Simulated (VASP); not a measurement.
Here is a VASP 6.6.1 calculation.

The input INCAR:

```
SYSTEM = MoSe2
PREC = Accurate
ENCUT = 600
EDIFF = 1E-6
ISMEAR = 0
SIGMA = 0.03
LREAL = .False.
LASPH = .True.
NELM = 80
ALGO = Normal
ISIF = 3
LWAVE = .False.
LCHARG = .False.
GGA = PE
IVDW = 12
IBRION = 2
NSW = 90
EDIFFG = -0.01
KPAR = 2
```

File KPOINTS:

```
Automatic mesh
0
Gamma
  9 9 2
  0 0 0
```

POSCAR

```
MoSe2
1.0
    3.2880000000      0.0000000000      0.0000000000
   -1.6440000000      2.8474915276      0.0000000000
    0.0000000000      0.0000000000     12.9000000000
Mo Se
2 4
Direct
    0.3333333333      0.6666666667      0.2500000000
    0.6666666667      0.3333333333      0.7500000000
    0.3333333333      0.6666666667      0.6250000000
    0.6666666667      0.3333333333      0.1250000000
    0.3333333333      0.6666666667      0.8750000000
    0.6666666667      0.3333333333      0.3750000000
```

Potentials or basis: VASP PAW PBE potentials, release 64 (Mo_sv, Se).

Run with:

```sh
$ cat potpaw_PBE.64/Mo_sv/POTCAR potpaw_PBE.64/Se/POTCAR > POTCAR
$ mpirun -np 2 vasp_std > vasp.out
```

Problem. Estimate the band gap on the k mesh.

Solution. 0.84 eV, indirect (least direct gap 1.46 eV).

Problem. Predict the dispersion energy per atom.

Solution. -0.479 eV.

Problem. Predict the space group after relaxing (to 0.05 Å).

Solution. P6_3/mmc (No. 194).

Problem. What does it give for the relaxed cell?

Solution. a = 3.279 Å, b = 3.279 Å, c = 12.725 Å, α = 90.00°, β = 90.00°, γ = 120.00°.

The path:
```
step  energy change (eV)  largest force (eV/Å)  pressure (GPa)  volume (Å³)
   1              0.0000                1.1441            4.52       120.78
   2              0.2308                1.2853           -9.26       130.92
   3             -0.1073                0.1481           -1.23       124.27
   4             -0.1075                0.1809           -1.04       124.14
   5             -0.1225                0.1168           -0.28       122.48
   6             -0.1232                0.0997           -0.06       122.02
   7             -0.1275                0.0908           -0.06       121.61
   8             -0.1379                0.0632           -0.04       120.35
   9             -0.1435                0.0013            0.20       117.83
  10             -0.1443                0.0241            0.12       118.56
  11             -0.1444                0.0212            0.12       118.46
  12             -0.1443                0.0191            0.13       118.39
  13             -0.1425                0.1161           -0.76       118.94
  14             -0.1444                0.0004            0.01       118.46
```

Caveat: an odd mesh through Γ misses points on the zone boundary, where band edges often lie.
